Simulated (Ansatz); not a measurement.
**Structure search for In3SbAs2**

Level of theory: DFT PBE, scalar-relativistic, plane waves, PAW in Ansatz 0.2.0. Settings: cutoff 420 eV, Γ-centred meshes spaced at most about 0.3 Å⁻¹, and about 0.25 Å⁻¹ or finer for metals (2π included), Gaussian smearing. No spin polarisation.

Formation energies are uncorrected and refer to the elements' standard structures at the same level.

These are static total energies at zero pressure. Larger cells and other orderings weren't all tried, so the list isn't exhaustive. For metals, differences of a few meV/atom aren't resolved. No dispersion correction is applied, so the spacing and binding between layers, chains or molecules are poorly described (P4/nmm), and this can change margins and order among such cells. Spin–orbit coupling, which can matter for Sb, is left out. The zero gap of P3m1, P6_3mc may come from the functional, which often closes small gaps. The reference form of As is held partly by dispersion forces, which this level lacks.

Invented guesses were relaxed alike, and ends that match in structure were merged. ΔE counts from the first row. Coordination counts As or Sb atoms around In (for each partner element, those within 1.25 times its shortest distance or 1.15 times the sum of covalent radii, where it is the nearest in units of that sum or under 1.3; a plus sign parts groups by distance over the sum of covalent radii; the shortest distance is added where it exceeds 1.18 times the sum of covalent radii; a slash parts the counts of unlike sites). The ends were matched against large subsets of the Crystallography Open Database and the Materials Project, so a missing match doesn't prove that a structure is unreported.

```tsv
#	reached from	type and space group	atoms	Å³/atom	coordination	ΔE (meV/atom)	gap on mesh (eV)	in databases	checks
1	Sb and As ordered on zinc blende sites	P3m1 (No. 156)	6	31.9	In 4	0	0.00	no match	phonons real on a 2×2×1 q mesh, imaginary between its points (to 6i cm⁻¹, which can come from the interpolation)
2	Sb and As ordered on wurtzite sites	P6_3mc (No. 186)	12	31.8	In 4	10	0.00	no match	-
3	As/Sb ordered on a cell of InSb, changed on relaxing	P4/nmm (No. 129)	12	26.3	In 4/4+2	192	0.00	no match	-
4	As/Sb ordered on a cell of InSb, changed on relaxing	P2/m (No. 10)	6	25.6	In 2/4 from 3.2 Å	279	0.00	no match	-
5	As/Sb ordered on a cell of InSb, changed on relaxing	Pmmm (No. 47)	6	26.2	In 2	305	0.00	no match	-
```

The lowest: Space group P3m1 (No. 156), trigonal, a = 4.481 Å, c = 10.991 Å. In on its first site is surrounded by 4 As at 2.69–2.72 Å; In on its second site is surrounded by 3 As at 2.72 Å and 1 Sb at 2.87 Å; around In on its third site lie 1 As at 2.67 Å and 3 Sb at 2.80 Å; Sb is surrounded by 4 In at 2.80–2.87 Å; As on its first site has 4 In at 2.69–2.72 Å; 1 more site not described. Its energy over the elements is −0.18 eV/atom. A negative formation energy is needed for stability but isn't enough: competing phases decide. An observed structure of this formula, if there is one, may be missing.

```xyz
6
Lattice="4.4810 0.0000 0.0000 -2.2405 3.8807 0.0000 0.0000 0.0000 10.9911" Properties=species:S:1:pos:R:3 pbc="T T T"
In    0.0000    0.0000    0.0027
In    0.0000    2.5871    7.4625
In    2.2405    1.2936    3.5166
Sb    0.0000    2.5871    4.5966
As    0.0000    0.0000    8.3078
As    2.2405    1.2936    0.8438
```

The second: Space group P6_3mc (No. 186), hexagonal, a = 4.472 Å, c = 22.062 Å. In on its first site has 3 As at 2.72 Å and 1 Sb at 2.87 Å; In on its second site is surrounded by 4 As at 2.70–2.72 Å; Sb has 4 In at 2.80–2.87 Å; As on its first site has 4 In at 2.70–2.72 Å; 2 more sites not described. Counting As or Sb atoms around In, the first and the second both have In 4. Shaken at random and relaxed again, row 1 came back. Shaken at random and relaxed again, row 2 came back. Cells without such a test can be saddle points.

```cif
data_structure
_symmetry_space_group_name_H-M 'P 1'
_symmetry_Int_Tables_number 1
_cell_length_a 4.4721
_cell_length_b 4.4721
_cell_length_c 22.0621
_cell_angle_alpha 90.000
_cell_angle_beta 90.000
_cell_angle_gamma 120.000
_cell_volume 382.12
loop_
_atom_site_label
_atom_site_type_symbol
_atom_site_fract_x
_atom_site_fract_y
_atom_site_fract_z
_atom_site_occupancy
In1 In 0.66667 0.33333 0.16056 1
In2 In 0.66667 0.33333 0.50005 1
In3 In 0.66667 0.33333 0.84017 1
In4 In 0.33333 0.66667 0.00005 1
In5 In 0.33333 0.66667 0.34017 1
In6 In 0.33333 0.66667 0.66056 1
Sb1 Sb 0.66667 0.33333 0.29079 1
Sb2 Sb 0.33333 0.66667 0.79079 1
As1 As 0.66667 0.33333 0.62221 1
As2 As 0.66667 0.33333 0.96172 1
As3 As 0.33333 0.66667 0.12220 1
As4 As 0.33333 0.66667 0.46172 1
```

Some structure types and database cells were kept out of the candidates from the start, so a known form may be missing.
